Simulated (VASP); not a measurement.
Crystal: GePt.

```
Ge Pt
1.0
     0.00000    3.33549    3.33549
     3.33549    0.00000    3.33549
     3.33549    3.33549    0.00000
Ge Pt
2 2
Direct
  0.75000 0.75000 0.75000
  0.50000 0.50000 0.50000
  0.25000 0.25000 0.25000
  0.00000 0.00000 0.00000
```

The cell was built by a generator and needn't be a form met in nature.

- Program: VASP 6.6.1
- Task: relaxation of cell and atoms
- Functional: PBE
- Potentials or basis: VASP PAW PBE potentials, release 64 (Ge_d, Pt)
- Cutoff: 520 eV
- k mesh: 5 × 5 × 5
- Occupations: gaussian, width 0.15 eV
- Spin: no spin polarisation

At the start: pressure -11.7 GPa; volume 18.55 Å³/atom.

Question: Where does the relaxation end?

Answer: Over 3 steps the energy falls by 73.5 meV/atom and the volume is 16.74 Å³/atom (-9.8 %); space group Fd-3m (No. 227, to 0.05 Å).

Step by step:
```
step  energy change (eV)  largest force (eV/Å)  pressure (GPa)  volume (Å³)
   1              0.0000                0.0000          -11.71        74.22
   2              0.0189                0.0000           17.69        60.58
   3             -0.2938                0.0000           -0.32        66.98
```

Final structure:
```xyz
4
Lattice="0.0000 3.2233 3.2233 3.2233 0.0000 3.2233 3.2233 3.2233 0.0000" Properties=species:S:1:pos:R:3 pbc="T T T"
Ge    4.8349    4.8349    4.8349
Ge    3.2233    3.2233    3.2233
Pt    1.6116    1.6116    1.6116
Pt    0.0000    0.0000    0.0000
```
